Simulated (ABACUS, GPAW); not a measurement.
# PbS: programs and potentials compared

```
CELL_PARAMETERS angstrom
0.00000 2.96575 2.96575
2.96575 0.00000 2.96575
2.96575 2.96575 0.00000
ATOMIC_POSITIONS crystal
Pb 0.00000 0.00000 0.00000
S 0.50000 0.50000 0.50000
```

Alike in all runs: task equation of state; functional LDA; k mesh 6 × 6 × 6; occupations fermi-dirac, width 0.05 eV; no spin polarisation; no spin-orbit coupling. LDA stands for any of its common fits.

```json
{"program and potentials": "GPAW, the program's PAW data sets (release 1.2.1) made for this functional", "plane-wave cutoff (eV)": "600", "notes": "-", "equilibrium volume (Å³/atom)": "24.78", "bulk modulus (GPa)": "60.7"}
{"program and potentials": "GPAW, the program's PAW data sets (release 1.2.1) made for this functional, newer versions", "plane-wave cutoff (eV)": "600", "notes": "-", "equilibrium volume (Å³/atom)": "24.78", "bulk modulus (GPa)": "60.6"}
{"program and potentials": "ABACUS, GBRV ultrasoft 1.5 LDA, plane waves", "plane-wave cutoff (eV)": "544", "notes": "-", "equilibrium volume (Å³/atom)": "24.84", "bulk modulus (GPa)": "61.4"}
```

The equilibrium volume spans 24.78 (GPAW, the program's PAW data sets (release 1.2.1) made for this functional, newer versions) to 24.84 Å³/atom (ABACUS, GBRV ultrasoft 1.5 LDA, plane waves). The bulk modulus spans 60.6 (GPAW, the program's PAW data sets (release 1.2.1) made for this functional, newer versions) to 61.4 GPa (ABACUS, GBRV ultrasoft 1.5 LDA, plane waves).

Differences between rows come from potentials, basis sets and numerical settings, since the functional is the same but for its coding. Runs on potential files found faulty are left out.

The three runs give practically the same equation of state for rock-salt PbS, with equilibrium volumes of 24.78 to 24.84 Å³/atom and bulk moduli of 60.6 to 61.4 GPa. The newer GPAW data sets leave the volume unchanged. The ABACUS run gives both the largest volume and the highest bulk modulus, whereas a simple expansion of the same crystal would soften it. The small offset therefore isn't just a shift along one common curve, and may reflect how the potentials describe the Pb semicore d shell.

All three volumes lie below that of the supplied cell, which is close to the measured one. This is the familiar LDA overbinding: the functional favours the more uniform density of a compressed crystal and so shortens the partly ionic, partly covalent Pb–S bonds, in which Pb 6p and S 3p states mix. Because the runs share this error, their close agreement supports the numerical reproducibility of the LDA result, not its accuracy for real PbS.
